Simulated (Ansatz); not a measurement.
AlN:

```xyz
2
Lattice="0.0000 2.1840 2.1840 2.1840 0.0000 2.1840 2.1840 2.1840 0.0000" Properties=species:S:1:pos:R:3 pbc="T T T"
Al    0.0000    0.0000    0.0000
N     1.0920    1.0920    1.0920
```

Measurements of this composition are mostly on another form, of space group No. 186.

```yaml
Program: Ansatz 0.2.0
Task: phonons
Functional: PBE
Potentials_or_basis: Ansatz PAW
Cutoff: "420 eV (not typed: the program's choice for these potentials)"
k_mesh: 10 × 10 × 10
Occupations: fixed
Spin: no spin polarisation
q_mesh: 2 × 2 × 2
Path: "[[\"G\", \"X\", \"W\", \"K\", \"G\", \"L\", \"U\", \"W\", \"L\", \"K\"], [\"U\", \"X\"]]"
Points_for_each_segment_of_the_path: 8
```

Q: Is this structure dynamically stable at this level, and how far does the spectrum reach?

A: Yes, as far as this q mesh shows: no mode on the path is imaginary. The highest frequency is 891 cm⁻¹.

A q mesh this small can miss soft modes between its points.

Caveat: the q mesh is small, so phonon branches between its points and thermal values are rough.
